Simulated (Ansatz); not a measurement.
**Relaxing Sn**

The calculation used DFT PBE+D3(BJ), scalar-relativistic, plane waves, PAW (Ansatz). Run with 420 eV cutoff, 12×12×2 k-mesh, Gaussian smearing of 0.10 eV, no spin polarisation.

What was changed in C: C → Sn on all its sites, cell and atoms relaxed.

Command:

```bash
ansatz run input.yaml --threads 1 --pin off --max-ram 2560MiB --backend cpu --events-out ev --progress --plain --runs-dir out
```

Input:

```yaml
crystal:
  lattice:
    - [4.4100763002, 0.0, 0.0]
    - [-2.2050381501, 3.8192381086, 0.0]
    - [0.0, 0.0, 32.5877677559]
  atoms:
    - { symbol: Sn, position: [0.0, 0.0, 0.5443153828] }
    - { symbol: Sn, position: [0.0, 0.0, 0.4556846172] }
    - { symbol: Sn, position: [0.3333333333, 0.6666666667, 0.4181104871] }
    - { symbol: Sn, position: [0.6666666667, 0.3333333333, 0.5818895129] }
basis:
  ecutwfc: 420
kpoints:
  mp_grid: { grid: [12, 12, 2] }
hamiltonian:
  xc: pbe
  dispersion: d3bj
scf:
  occupations: { method: gaussian, width: 0.1 }
output:
  forces: true
  stress: true
  eigenvalues: true
relax:
  adjacent_minimum: "off"
  f_tol: 0.01
  max_steps: 60
  cell: { stress_tol: 0.1 }
```

F is the free energy. Steps run on the plane waves of an earlier cell, but the last one, and at times one on the way, on a freshly chosen basis, so a repeated geometry can differ a little in energy.

Steps:

| step | F − F(1) (eV) | largest force component (eV/Å) | V (Å³/atom) | P (GPa) |
| --- | --- | --- | --- | --- |
| 1 | 0.0000 | 0.159 | 137.220 | 0.31 |
| 2 | -0.1198 | 0.192 | 143.926 | 0.20 |
| 3 | -0.1548 | 0.305 | 151.416 | 0.16 |
| 4 | -0.1775 | 0.164 | 152.521 | -0.01 |
| 5 | -0.1817 | 0.028 | 150.962 | 0.00 |
| 6 | -0.1738 | 0.138 | 152.382 | 0.04 |
| 7 | -0.1824 | 0.003 | 151.340 | 0.00 |
| 8 | -0.1845 | 0.003 | 151.340 | 0.00 |

Relaxed structure:

```yaml
crystal:
  lattice:
    - [4.64179, 0.00000, 0.00000]
    - [-2.32090, 4.01991, 0.00000]
    - [0.00000, 0.00000, 32.44236]
  atoms:
    - { symbol: Sn, position: [0.00000, 0.00000, 0.54579] }
    - { symbol: Sn, position: [0.00000, 0.00000, 0.45421] }
    - { symbol: Sn, position: [0.33333, 0.66667, 0.42565] }
    - { symbol: Sn, position: [0.66667, 0.33333, 0.57435] }
```

The structure is trigonal, space group P-3m1 (No. 164). The conventional cell has a = 4.642 Å, b = 4.642 Å, c = 32.442 Å, α = 90.00°, β = 90.00°, γ = 120.00°. Sn (site symmetry 3m) is surrounded by 4 Sn at 2.84 to 2.97 Å. Sn (site symmetry 3m) has 3 Sn at 2.84 Å as nearest neighbours.

The run converged. It took 5.8 min on 1 thread of Arm Neoverse V2, on a shared host, peak memory 0.97 GiB.